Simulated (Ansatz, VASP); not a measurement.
## Y in VASP and in Ansatz

```
Y
1.0
    -2.02013    2.02013    2.02013
     2.02013   -2.02013    2.02013
     2.02013    2.02013   -2.02013
Y
1
Direct
  0.00000 0.00000 0.00000
```

Alike in both runs: functional PBE; k mesh 14 × 14 × 14; occupations gaussian, width 0.1 eV; no spin polarisation.

Ansatz relaxed the structure, and its values are those at the end. VASP's run is a single point on that final structure, the one shown.

```csv
,VASP,Ansatz
version,VASP 6.6.1,Ansatz 0.2.0
potentials or method,"VASP PAW PBE potentials, release 64 (Y_sv)","scalar-relativistic, plane waves, PAW"
plane-wave cutoff (eV),520,420
valence electrons in the cell,11,11
```

Ansatz gave:

| Quantity | Value |
| --- | --- |
| gap on the k mesh at the Fermi level (eV) | none |
| pressure (GPa) | 0.0 |

Task: Estimate VASP's values.

Result: gap on the k mesh at the Fermi level (eV): none; pressure (GPa): -0.1.

A gap of «none» marks a metal or a gap that the smearing closes.
